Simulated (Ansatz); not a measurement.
# MoS2: response to strain

Aim: deform MoS2 (zz strain of +3 %) and compute stress, forces and field gradients with LAPW, PAW and all-electron datasets made for the crystal.

Method: DFT PBE, scalar-relativistic, in Ansatz 0.2.0.

### 1 The structure to begin with

It takes space group R3m (No. 160, trigonal). The conventional cell has a = 3.163 Å, b = 3.163 Å, c = 18.370 Å, α = 90.00°, β = 90.00°, γ = 120.00°. Mo (site symmetry 3m) has 6 S at 2.36 Å as nearest neighbours. S (site symmetry 3m) is surrounded by 3 Mo at 2.36 Å.

Coordinates:

```cif
data_structure
_symmetry_space_group_name_H-M 'P 1'
_symmetry_Int_Tables_number 1
_cell_length_a 6.3898
_cell_length_b 6.3898
_cell_length_c 6.3898
_cell_angle_alpha 28.660
_cell_angle_beta 28.660
_cell_angle_gamma 28.660
_cell_volume 53.05
loop_
_atom_site_label
_atom_site_type_symbol
_atom_site_fract_x
_atom_site_fract_y
_atom_site_fract_z
_atom_site_occupancy
Mo1 Mo 0.00000 0.00000 0.00000 1
S1 S 0.74840 0.74840 0.74840 1
S2 S 0.58490 0.58490 0.58490 1
```

Atoms are numbered in the order of the input: Mo1, S2, S3.

### 2 The deformed structure

Space group R3m before, R3m after.

### 3 LAPW, all electrons

input.yaml

```yaml
crystal:
  lattice:
    - [1.5815003568, 0.9130796567, 6.3070299]
    - [-1.5815003568, 0.9130796567, 6.3070299]
    - [0.0, -1.8261593134, 6.3070299]
  atoms:
    - { symbol: Mo, position: [0.0, 0.0, 0.0] }
    - { symbol: S, position: [0.7484, 0.7484, 0.7484] }
    - { symbol: S, position: [0.5849, 0.5849, 0.5849] }
kpoints:
  mp_grid: { grid: [13, 13, 13] }
  band_path:
    path:
      - [0.0, 0.0, 0.0]
      - [0.5, 0.5, 0.5]
      - [0.8193607633, 0.1806392367, 0.5]
      - [0.5, -0.1806392367, 0.1806392367]
      - [0.5, 0.0, 0.0]
      - [0.0, 0.0, 0.0]
      - [0.3403196184, -0.3403196184, 0.0]
      - [0.6596803817, 0.0, 0.3403196183]
      - [0.5, 0.0, 0.5]
    npoints: 5
scf:
  occupations: { method: fermi_dirac, width: 0.05 }
hamiltonian:
  xc: pbe
  pseudopotentials: { kind: all_electron, lapw: { basis_error: 0.0005 } }
output:
  forces: true
  stress: true
  eigenvalues: true
```

On the command line:

```
> ansatz run input.yaml --threads 1 --pin off --max-ram 4096MiB --backend cpu --events-out ev --progress --plain --runs-dir out
```

### 4 PAW on the default files

input.yaml

```yaml
crystal:
  lattice:
    - [1.5815003568, 0.9130796567, 6.3070299]
    - [-1.5815003568, 0.9130796567, 6.3070299]
    - [0.0, -1.8261593134, 6.3070299]
  atoms:
    - { symbol: Mo, position: [0.0, 0.0, 0.0] }
    - { symbol: S, position: [0.7484, 0.7484, 0.7484] }
    - { symbol: S, position: [0.5849, 0.5849, 0.5849] }
kpoints:
  mp_grid: { grid: [13, 13, 13] }
scf:
  occupations: { method: fermi_dirac, width: 0.05 }
hamiltonian:
  xc: pbe
  pseudopotentials: { kind: paw }
output:
  forces: true
  stress: true
  eigenvalues: true
  efg: { contact_densities: true }
  write_density: true
  write_potential: true
  elf: true
  volumetric_format: npy
```

### 5 All-electron PAW on datasets made for the crystal

input.yaml, as its differences from that of step 4:

```diff
@@ -15,3 +15,3 @@
   xc: pbe
-  pseudopotentials: { kind: paw }
+  pseudopotentials: { kind: all_electron, datasets: crystal }
 output:
@@ -21,5 +21 @@
   efg: { contact_densities: true }
-  write_density: true
-  write_potential: true
-  elf: true
-  volumetric_format: npy
```

(Steps that only read results are left out.)

Before running it: what results should come out? Wanted: pressure; largest shear or deviatoric stress.

The runs gave:

```
                                 quantity                                           value
                                 pressure  LAPW 4.08, PAW 4.06, crystal datasets 4.08 GPa
largest shear or deviatoric stress (LAPW)                                        0.97 GPa
```

What this shows: The largest part of the stress beyond the pressure is 0.97 GPa in size, in the zz component; the atoms are carried along and not relaxed. No run of the undeformed cell stands beside it, so the pressure holds what the given cell had before the change. PAW: stress within 0.02 GPa of LAPW, forces within 1 meV/Å. Crystal datasets: stress within 0.01 GPa of LAPW, forces within 1 meV/Å.
